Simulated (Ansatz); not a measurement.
## Relativistic treatment of Hf

```yaml
crystal:
  lattice:
    - [0.00000, 2.22000, 2.22000]
    - [2.22000, 0.00000, 2.22000]
    - [2.22000, 2.22000, 0.00000]
  atoms:
    - { symbol: Hf, position: [0.00000, 0.00000, 0.00000] }
```

The cell is COD entry 1534929, as deposited and not checked against the literature; nothing was relaxed.

One fixed cell is solved with PBE by frozen-core PAW in Ansatz 0.2.0 under different relativistic treatments. Pressure is positive in compression.

Settings: a Γ-centred 16×16×16 k mesh, Fermi–Dirac smearing of 0.03 eV, cutoff 420 eV, no spin polarisation.

Task: Order the settings by the pressure that they give at this fixed cell, lowest first.
A. scalar-relativistic
B. with spin–orbit coupling

Result: B (2.86 GPa), A (3.16 GPa).

| setting | P (GPa) | lowest level at Γ above −25 eV, from the valence-band top or, without a gap, the Fermi level (eV) |
| --- | --- | --- |
| scalar-relativistic | 3.16 | -11.62 |
| with spin–orbit coupling | 2.86 | -12.41 |
